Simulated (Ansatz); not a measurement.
# SiSb: the cost of one run

Method: DFT PBE, scalar-relativistic, plane waves, PAW, in Ansatz 0.2.0.

1 further run of the same task is left out (it didn't finish).

## (1) The structure to begin with

It takes space group P6_3/mmc (No. 194, hexagonal). The conventional cell has a = 4.343 Å, b = 4.343 Å, c = 6.181 Å, α = 90.00°, β = 90.00°, γ = 120.00°. Si (site symmetry -3m) is surrounded by 6 Sb at 2.95 Å. Sb (site symmetry -6m2) is surrounded by 6 Si at 2.95 Å.

Coordinates:

```
CELL_PARAMETERS angstrom
4.34268 0.00000 0.00000
-2.17134 3.76087 0.00000
0.00000 0.00000 6.18075
ATOMIC_POSITIONS crystal
Si 0.00000 0.00000 0.00000
Si 0.00000 0.00000 0.50000
Sb 0.33333 0.66667 0.25000
Sb 0.66667 0.33333 0.75000
```

Recipe of the guess: species swapped into a database cell of MnBi (P6_3/mmc, No. 194), with Si on the Mn sites and Sb on the Bi sites. The dimensions are guesses.

## (2) A first look at the guess

input.yaml

```yaml
crystal:
  lattice:
    - [4.3426815, 0.0, 0.0]
    - [-2.17134075, 3.7608725, 0.0]
    - [0.0, 0.0, 6.18074647]
  atoms:
    - { symbol: Si, position: [0.0, 0.0, 0.0] }
    - { symbol: Si, position: [0.0, 0.0, 0.5] }
    - { symbol: Sb, position: [0.33333333, 0.66666667, 0.25] }
    - { symbol: Sb, position: [0.66666667, 0.33333333, 0.75] }
basis:
  ecutwfc: 420
kpoints:
  mp_grid: { grid: [6, 6, 4] }
hamiltonian:
  xc: pbe
scf:
  occupations: { method: gaussian, width: 0.1 }
  lower_state_search: "off"
output:
  forces: true
  stress: true
  eigenvalues: true
```

Run with:

```console
ansatz run input.yaml --threads 1 --pin off --max-ram 2048MiB --backend cpu --events-out ev --progress --plain --runs-dir out
```

**Question.** How long does this run take on 1 thread of Arm Neoverse V2, shared host, and how much memory does it need?

About 4.3 s, with a peak of 0.35 GiB.
